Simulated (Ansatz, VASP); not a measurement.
# C in VASP and in Ansatz

```
CELL_PARAMETERS angstrom
1.94875 0.00000 0.00000
-0.97437 1.68767 0.00000
0.00000 0.00000 1.55031
ATOMIC_POSITIONS crystal
C 0.00000 0.00000 0.00000
```

Alike in both runs: functional LDA; k mesh 22 × 22 × 21; occupations fermi-dirac, width 0.1 eV; no spin polarisation.

Ansatz relaxed the structure, and its values are those at the end. VASP's run is a single point on that final structure, the one shown.

|  | VASP | Ansatz |
| --- | --- | --- |
| version | VASP 6.6.1 | Ansatz 0.2.0 |
| potentials or method | VASP PAW LDA potentials, release 64 (C) | PAW with Ansatz's default frozen-core files, scalar-relativistic |
| plane-wave cutoff (eV) | 520 | 420 |
| valence electrons in the cell | 4 | 4 |

```tsv
	VASP	Ansatz	Ansatz less VASP
pressure (GPa)	25.4	24.0	-1.45
```

Caveats: so large a pressure means that the cell lies far from this level's equilibrium, or that cutoff or potentials fall short (VASP).
